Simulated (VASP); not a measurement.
# Bi in VASP: notebook

One slab, Bi, is run at these levels: PBE+D3(BJ); tasks: single point.

All numbers are computed with VASP 6.6.1; they aren't measurements. Logs are shortened: lines on timing, memory, paths and dates and some standing lists are left out, and cuts for length are marked.

### Step 1. The slab as given

The cell holds a slab with vacuum, 2 atoms: a = 4.279 Å, b = 4.279 Å, c = 28.000 Å, α = 90.00°, β = 90.00°, γ = 120.00°.

The cell was built by a generator and needn't be a form met in nature.

### Step 2. Single point, PBE+D3(BJ)

The input, INCAR:

```
PREC     = Accurate       # precision mode
ENCUT    = 520            # plane-wave cutoff, eV
EDIFF    = 1E-7           # SCF threshold, eV
ISMEAR   = 0              # smearing method
SIGMA    = 0.02           # smearing width, eV
LREAL    = F              # projectors in reciprocal space
LASPH    = T              # aspherical terms in the spheres
NELM     = 80             # most SCF steps
ALGO     = Normal         # electronic algorithm
ISIF     = 2              # what is computed and relaxed
LWAVE    = F              # write WAVECAR
LCHARG   = F              # write CHGCAR
LDIPOL   = T            
IDIPOL   = 3            
DIPOL    = 0.5 0.5 0.500
GGA      = PE             # functional
IVDW     = 12             # dispersion correction
NBANDS   = 22             # bands
```

The input, KPOINTS:

```
Automatic mesh
0
Gamma
  9 9 1
```

The input, POSCAR:

```
Bi
1.0
    4.2790191370      0.0000000000      0.0000000000
   -2.1395095685      3.7057392760      0.0000000000
    0.0000000000      0.0000000000     28.0000000000
Bi
2
Direct
    0.3333333333      0.6666666667      0.5311991170
    0.6666666667      0.3333333333      0.4688008830
```

Potentials or basis: VASP PAW PBE potentials, release 64 (Bi_d).

The run is started by

```sh
$ cat potpaw_PBE.64/Bi_d/POTCAR > POTCAR
$ mpirun -np 1 vasp_std > vasp.out
```

OUTCAR:

```text
PREC = Accurate
   ENCUT = 520
   EDIFF = 1E-7
   ISMEAR = 0
   LREAL = F
   LASPH = T
   NELM = 80
   ISIF = 2
   GGA = PE
   IVDW = 12
 IVDW          = 12

 ion  position               nearest neighbor table
   1  0.333  0.667  0.531-   2 3.03   2 3.03   2 3.03
   2  0.667  0.333  0.469-   1 3.03   1 3.03   1 3.03

  LATTYP: Found a hexagonal cell.
 ALAT       =     4.2790191370
 C/A-ratio  =     6.5435556850

  Lattice vectors:

 A1 = (   4.2790191370,   0.0000000000,   0.0000000000)
 A2 = (  -2.1395095685,   3.7057392760,   0.0000000000)
 A3 = (   0.0000000000,   0.0000000000,  28.0000000000)

Analysis of symmetry for initial positions (statically):
=====================================================================
 Subroutine PRICEL returns:
 Original cell was already a primitive cell.

 Routine SETGRP: Setting up the symmetry group for a
 hexagonal supercell.

 Subroutine GETGRP returns: Found 12 space group operations
 (whereof 12 operations were pure point group operations)
 out of a pool of 24 trial point group operations.

The static configuration has the point symmetry D_3d.

Analysis of symmetry for dynamics (positions and initial velocities):
=====================================================================
 Subroutine PRICEL returns:
 Original cell was already a primitive cell.

 Routine SETGRP: Setting up the symmetry group for a
 hexagonal supercell.

 Subroutine GETGRP returns: Found 12 space group operations
 (whereof 12 operations were pure point group operations)
 out of a pool of 24 trial point group operations.

The dynamic configuration has the point symmetry D_3d.

 Subroutine INISYM returns: Found 12 space group operations
 (whereof 12 operations are pure point group operations),
 and found     1 'primitive' translations

----------------------------------------------------------------------------------------

                                     Primitive cell

  volume of cell :     443.9940

  direct lattice vectors                    reciprocal lattice vectors
     4.279019137  0.000000000  0.000000000     0.233698417  0.134925844  0.000000000
    -2.139509568  3.705739276  0.000000000     0.000000000  0.269851688  0.000000000
     0.000000000  0.000000000 28.000000000     0.000000000  0.000000000  0.035714286

  length of vectors
     4.279019137  4.279019137 28.000000000     0.269851688  0.269851688  0.035714286

[... 70 lines left out ...]
   NSW    =      0    number of steps for IOM
   IBRION =     -1    ionic relax: 0-MD 1-quasi-New 2-CG
   NFREE  =      0    steps in history (QN), initial steepest desc. (CG)
   ISIF   =      2    stress and relaxation
   ISYM   =      2    0-nonsym 1-usesym 2-fastsym
   POTIM  = 0.5000    time-step for ionic-motion
   TEBEG  =    0.0;   TEEND  =   0.0 temperature during run
   PSTRESS=    0.0 pullay stress
   NELECT =      30.0000    total number of electrons
   NUPDOWN=      -1.0000    fix difference up-down
   EMIN   =  10.00;   EMAX   =-10.00  energy-range for DOS
   EFERMI =   0.00;   METHOD = LEGACY
   ISMEAR =     0;   SIGMA  =   0.02  broadening in eV -4-tet -1-fermi 0-gaus
   EFERMI_NEDOS =   21; number of points for ismear=-14 and -15
   IALGO  =     38    algorithm
   IMIX   =      4    mixing-type and parameters
     AMIX     =   0.40;   BMIX     =  1.00
     AMIX_MAG =   1.60;   BMIX_MAG =  1.00
  volume/ion in A,a.u.               =     222.00      1498.11
  Fermi-wavevector in a.u.,A,eV,Ry     =   0.666791  1.260052  6.049284  0.444610
  Thomas-Fermi vector in A             =   1.741200
   LORBIT       =      0    0 simple, 1 ext, 2 COOP (PROOUT), +10 PAW based schemes
   GGA     = PE    functional components
   LHFCALC =     F    Hartree Fock is set to
   AEXX    =    0.0000 exact exchange contribution
   IVDW    =    12    specifies the selected vdW correction
   LEPSILON=     F    determine dielectric tensor
   LRPA    =     F    only Hartree local field effects (RPA)
 non-spin polarized calculation
 Gauss-broadening in eV      SIGMA  =   0.02
  energy-cutoff  :      520.00
  volume of cell :      443.99
 maximum number of plane-waves:     12042
 NGX is ok and might be reduce to    32
   NGX = 15   NGY = 15   NGZ =105

 number of electron      30.0000016 magnetization

 dipolmoment           0.000000      0.000000     -0.000000 electrons x Angstroem

 Free energy of the ion-electron system (eV)
  ---------------------------------------------------
  ext. energy  EPLUGINS =         0.00000000
  ---------------------------------------------------
  free energy    TOTEN  =        -7.54524664 eV

  energy without entropy =       -7.54524664  energy(sigma->0) =       -7.54524664

 E-fermi :  -2.2325     XC(G=0):  -1.9991

 val. band max:       -2.3863053115   @ k =   0.0000   0.0000   0.0000
 cond. band min:      -1.8158248434   @ k =   0.0000   0.0000   0.0000
 fundamental gap:      0.5704804681
 Fermi energy:        -2.2324878195

 k-point     1 :       0.0000    0.0000    0.0000
  band No.  band energies     occupation
      1     -25.1212      2.00000
      2     -25.1212      2.00000
      3     -24.9876      2.00000
      4     -24.9876      2.00000
      5     -24.9670      2.00000
      6     -24.8058      2.00000
[... 289 lines left out ...]
     21       4.1600      0.00000
     22       4.6769      0.00000

------------------------ aborting loop because EDIFF is reached ----------------------------------------

 vacuum level on the upper side and lower side of the slab       (xc-potential included)        -0.006        -0.006

 Edisp (eV)   -0.45067

 E8    (eV) :    -0.2379

  FORCE on cell =-STRESS in cart. coord.  units (eV):
  Direction    XX          YY          ZZ          XY          YZ          ZX
  --------------------------------------------------------------------------------------
  -------------------------------------------------------------------------------------
  Total      -0.02340    -0.02340    -0.00398     0.00000     0.00000    -0.00000
  in kB      -0.08445    -0.08445    -0.01435     0.00000     0.00000    -0.00000
  external pressure =       -0.06 kB  Pullay stress =        0.00 kB

 VOLUME and BASIS-vectors are now :
 -----------------------------------------------------------------------------
  energy-cutoff  :      520.00
  volume of cell :      443.99
      direct lattice vectors                 reciprocal lattice vectors
     4.279019137  0.000000000  0.000000000     0.233698417  0.134925844  0.000000000
    -2.139509568  3.705739276  0.000000000     0.000000000  0.269851688  0.000000000
     0.000000000  0.000000000 28.000000000     0.000000000  0.000000000  0.035714286

 POSITION                                       TOTAL-FORCE (eV/Angst)
 -----------------------------------------------------------------------------------
     -0.00000      2.47049     14.87358        -0.000000     -0.000000      0.016147
      2.13951      1.23525     13.12642         0.000000      0.000000     -0.016147
 -----------------------------------------------------------------------------------
    total drift:                                0.000000      0.000000      0.000000

  FREE ENERGIE OF THE ION-ELECTRON SYSTEM (eV)
  ---------------------------------------------------
  free  energy   TOTEN  =        -7.9959132823 eV

  energy  without entropy=       -7.9959132823  energy(sigma->0) =       -7.99591328

 vacuum level on the upper side and lower side of the slab         1.633         1.633
```

OSZICAR:

```text
N       E                     dE             d eps       ncg     rms          rms(c)
DAV:   1     0.209120532338E+03    0.20912E+03   -0.13332E+04   728   0.986E+02
DAV:   2     0.883387485999E+01   -0.20029E+03   -0.19518E+03   588   0.274E+02
DAV:   3    -0.712024709672E+01   -0.15954E+02   -0.15903E+02   658   0.956E+01
[... 15 lines left out ...]
DAV:  19    -0.754524331016E+01   -0.19897E-05   -0.39646E-08   494   0.116E-03    0.327E-04
DAV:  20    -0.754524562174E+01   -0.23116E-05   -0.57182E-08   444   0.110E-03    0.158E-04
DAV:  21    -0.754524636925E+01   -0.74750E-06   -0.14145E-08   490   0.497E-04    0.611E-05
DAV:  22    -0.754524656854E+01   -0.19929E-06    0.38710E-10   418   0.253E-04    0.362E-05
DAV:  23    -0.754524663580E+01   -0.67261E-07    0.25220E-09   418   0.171E-04
   1 F= -.79959133E+01 E0= -.79959133E+01  d E =-.570989E-29
```

stdout:

```text
POSCAR found type information on POSCAR Bi
 POSCAR found :  1 types and       2 ions
 scaLAPACK will be used
 LDA part: xc-table for (Slater+PW92), standard interpolation
 POSCAR, INCAR and KPOINTS ok, starting setup
 FFT: planning ... GRIDC
 FFT: planning ... GRID_SOFT
 FFT: planning ... GRID
 WAVECAR not read
 entering main loop
```

It took 3.3 min on 1 thread of Intel Xeon Platinum 8488C (Sapphire Rapids), shared host; peak memory 0.53 GiB.

Results:

| Item | Value |
| --- | --- |
| Free energy | -7.9959 eV |
| Largest force | 0.016 eV/Å |
| Band gap on the k mesh | 0.57 eV, direct |
| Dispersion energy per atom | -0.225 eV |

Forces on the atoms (eV/Å):
```
Bi   0.000  0.000  0.016
Bi   0.000  0.000 -0.016
```

Caveat: spin-orbit coupling is left out, which as a rule narrows the gap of such compounds by several tenths of an eV.

### Step 3. Single point, PBE+D3(BJ)

This run uses another cell than the first one, of 223.33 Å³/atom, 1.006 times its volume.

The input, INCAR:

```
SYSTEM = Bi
PREC = Accurate
ENCUT = 520
EDIFF = 1E-7
ISMEAR = 0
SIGMA = 0.02
LREAL = .FALSE.
LASPH = .TRUE.
NELM = 100
ALGO = Normal
ISIF = 2
LWAVE = .FALSE.
LCHARG = .FALSE.
LDIPOL = .TRUE.
IDIPOL = 3
DIPOL = 0.5 0.5 0.500
GGA = PE
IVDW = 12
NBANDS = 22
```

The input, KPOINTS:

```
regular mesh
0
G
  9 9 1
  0 0 0
```

The input, POSCAR:

```
Bi
1.0
    4.2918852966      0.0000000000      0.0000000000
   -2.1459426483      3.7168816970      0.0000000000
    0.0000000000      0.0000000000     28.0000000000
Bi
2
Direct
    0.3333333333      0.6666666667      0.5310587305
    0.6666666667      0.3333333333      0.4689412695
```

Potentials or basis: VASP PAW PBE potentials, release 64 (Bi_d).

The run is started by

```sh
$ cat potpaw_PBE.64/Bi_d/POTCAR > POTCAR
$ mpirun -np 1 vasp_std > vasp.out
```

Wall time 3.3 min (1 thread of Intel Xeon Platinum 8488C (Sapphire Rapids), shared host); peak memory 0.53 GiB.

The run converged. Its results:

```yaml
Free_energy: -7.9955 eV
Largest_force: 0.037 eV/Å
Band_gap_on_the_k_mesh: 0.57 eV, direct
Dispersion_energy_per_atom: -0.224 eV
```

Forces in eV/Å, atoms in the order of the input:
```
Bi   0.000  0.000  0.037
Bi   0.000  0.000 -0.037
```

Levels at points of the mesh, in eV from the valence-band top:
| k point | band 13 | band 14 | band 15 | band 16 | band 17 | band 18 |
| --- | --- | --- | --- | --- | --- | --- |
| (0.00, 0.00, 0.00) | -0.94 | 0.00 | 0.00 | 0.57 | 2.56 | 2.56 |

Caveat: spin-orbit coupling is left out, which as a rule narrows the gap of such compounds by several tenths of an eV.
